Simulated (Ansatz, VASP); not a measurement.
**One calculation of AlN, two programs**

INCAR

```
  ALGO = Normal
  EDIFF = 1E-6
  ENCUT = 520
  GGA = PE
  ISIF = 2
  ISMEAR = -1
  LASPH = T
  LCHARG = F
  LREAL = F
  LWAVE = F
  NBANDS = 11
  NELM = 60
  PREC = Accurate
  SIGMA = 0.02
```

File KPOINTS:

```
k-points
0
Gamma
  10 10 10
```

Contents of POSCAR:

```
AlN
1.0
   -0.0610761238      2.0385470846      2.0385470846
    2.0385470846     -0.0610761238      2.0385470846
    2.0385470846      2.0385470846     -0.0610761238
Al N
1 1
Direct
    0.0000000000      0.0000000000      0.0000000000
    0.5000000000      0.5000000000      0.5000000000
```

Input for Ansatz:

```yaml
crystal:
  lattice:
    - [-0.0610761238, 2.0385470846, 2.0385470846]
    - [2.0385470846, -0.0610761238, 2.0385470846]
    - [2.0385470846, 2.0385470846, -0.0610761238]
  atoms:
    - { symbol: Al, position: [0.0, 0.0, 0.0] }
    - { symbol: "N", position: [0.5, 0.5, 0.5] }
kpoints:
  mp_grid: { grid: [10, 10, 10] }
  band_path:
    path:
      - [0.0, 0.0, 0.0]
      - [0.5, 0.0, 0.5]
      - [0.625, 0.25, 0.625]
      - [0.375, 0.375, 0.75]
      - [0.5, 0.5, 0.5]
      - [0.5, 0.25, 0.75]
      - [0.0, 0.5, 0.5]
    npoints: 1
hamiltonian:
  xc: pbe
scf:
  occupations: { method: fermi_dirac, width: 0.02 }
  n_extra_bands: 4
output:
  forces: true
  stress: true
  eigenvalues: true
```

Change from the starting cell: epitaxial_111 strain +4.0%.

Alike in both runs: task single point; functional PBE; k mesh 10 × 10 × 10; occupations fermi-dirac, width 0.02 eV; no spin polarisation.

|  | VASP | Ansatz |
| --- | --- | --- |
| version | VASP 6.6.1 | Ansatz 0.2.0 |
| potentials or method | VASP PAW PBE potentials, release 64 (Al, N) | plane waves, PAW |
| plane-wave cutoff (eV) | 520 | 420 |
| valence electrons in the cell | 8 | 8 |

VASP gave:

| Item | Value |
| --- | --- |
| gap on the k mesh at the Fermi level (eV) | 3.45 |
| pressure (GPa) | -11.2 |
| largest component of the traceless stress (GPa) | 8.06 |

Question: Which values does Ansatz return?

Answer: gap on the k mesh at the Fermi level (eV): 3.47; pressure (GPa): -11.0; largest component of the traceless stress (GPa): 8.05.

A k mesh can miss the band edges.
